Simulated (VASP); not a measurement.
Ta, 1 atom in the cell. It takes space group Im-3m (No. 229, cubic). Conventional cell: a = 3.303 Å, b = 3.303 Å, c = 3.303 Å, α = 90.00°, β = 90.00°, γ = 90.00°. Around Ta (site symmetry m-3m) lie 8 Ta at 2.86 Å. 

| Item | Value |
| --- | --- |
| Program | VASP 6.6.1 |
| Task | single point |
| Functional | LDA |
| Potentials or basis | VASP PAW LDA potentials, release 64 (Ta_sv_GW) |
| Cutoff | 550 eV |
| k mesh | 11 × 11 × 11 |
| Occupations | gaussian, width 0.05 eV |
| Spin | no spin polarisation |
| Further INCAR settings | ALGO = Fast; EDIFF = 1e-06 |

Potentials or basis: VASP PAW LDA potentials, release 64 (Ta_sv_GW).

Run with:

```sh
$ cat potpaw_LDA.64/Ta_sv_GW/POTCAR > POTCAR
$ mpirun -np 1 vasp_std > vasp.out
```

Hardware: 1 thread of AMD EPYC 9R45 (Zen 5), with other jobs on the host.

Estimate the wall time of this run.

Wall time 9.5 s on 1 thread of AMD EPYC 9R45 (Zen 5) (shared host), peak memory 0.1 GiB. Counts: scf iterations 16, k points 56.
